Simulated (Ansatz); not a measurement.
# GaN (distorted cell): a check of forces and pressure against finite differences

Program: the Ansatz DFT code, driven from Python.

Notebook, run cell by cell (the value of a cell's last expression is shown):

**Cell 1**
```python
import ansatz as az
import numpy as np
```

**Cell 2**
```python
VECTORS = np.array([
    [-0.01001, 2.28531, 2.29012],
    [2.22238, 0.00971, 2.2704],
    [2.24139, 2.28459, -0.00929],
])
SITES = [
    ("Ga", [0.98661, 0.96607, 0.01279]),
    ("N", [0.75248, 0.70351, 0.76848]),
]
```

**Cell 3**
```python
def on_lattice(cell):
    crystal = az.Crystal(lattice=az.Lattice.of(cell))
    for symbol, position in SITES:
        crystal = crystal.atom(symbol, position)
    return crystal
```

**Cell 4**
```python
def solve(crystal):
    return (
        crystal.calculation()
        .functional("pbesol")
        .occupations("fixed")
        .basis(540, xc_grid=2)
        .kpoints(6, 6, 6)
        .scf(tolerance=1e-09)
        .forces()
        .stress()
        .run(threads=1)
    ).report
```

**Cell 5**
```python
centre = solve(on_lattice(VECTORS))
start = on_lattice(VECTORS)
# central difference: F = -(E(+h) - E(-h)) / 2h
print(f"force on atom 0 along z: analytic {centre['forces_ev_ang'][0][2]:.4f} eV/A")
for h in (0.005, 0.02):
    shift = np.eye(3)[2] * h @ np.linalg.inv(VECTORS)
    plus, minus = (solve(start.move(0, to=np.array(SITES[0][1]) + sign * shift))["lagrangian_ev"] for sign in (1, -1))
    print(f"  step {h} A: numerical {-(plus - minus) / (2 * h):.4f} eV/A")
# P = -dF/dV; the difference feels the change of the plane-wave count with the cell
volume = abs(np.linalg.det(VECTORS))
larger, smaller = (solve(on_lattice(VECTORS * (1 + sign * 0.005) ** (1 / 3)))["lagrangian_ev"] for sign in (1, -1))
numerical = -(larger - smaller) / (0.01 * volume) * 160.21766
print(f"pressure: analytic {np.trace(centre['stress_gpa']) / 3:.3f}, numerical {numerical:.3f} GPa")
```
Output:
```text
DeckWarning: output.stress: scf.convergence.dr2_threshold = 1e-9 eV is looser than the 2e-10 eV advised for a printed stress (1e-10 eV for each atom of the cell: 2). What an SCF threshold leaves in a [...]
force on atom 0 along z: analytic 0.0003 eV/A
  step 0.005 A: numerical 0.0003 eV/A
  step 0.02 A: numerical 0.0002 eV/A
pressure: analytic -3.869, numerical -3.865 GPa
```

Caveats:
- Pressure is positive in compression.
- The cell is a database structure, distorted on purpose.
- Warnings are shown shortened and without file and line.
- The central difference errs as the square of the step, so the shorter step is the fairer test; what remains comes from the finite grid and the SCF threshold.
- It ran for 45 s on 1 thread of Intel(R) Xeon(R) Platinum 8259CL CPU @ 2.50GHz (Skylake/Cascade Lake), on a shared host, peak memory 0.44 GiB.
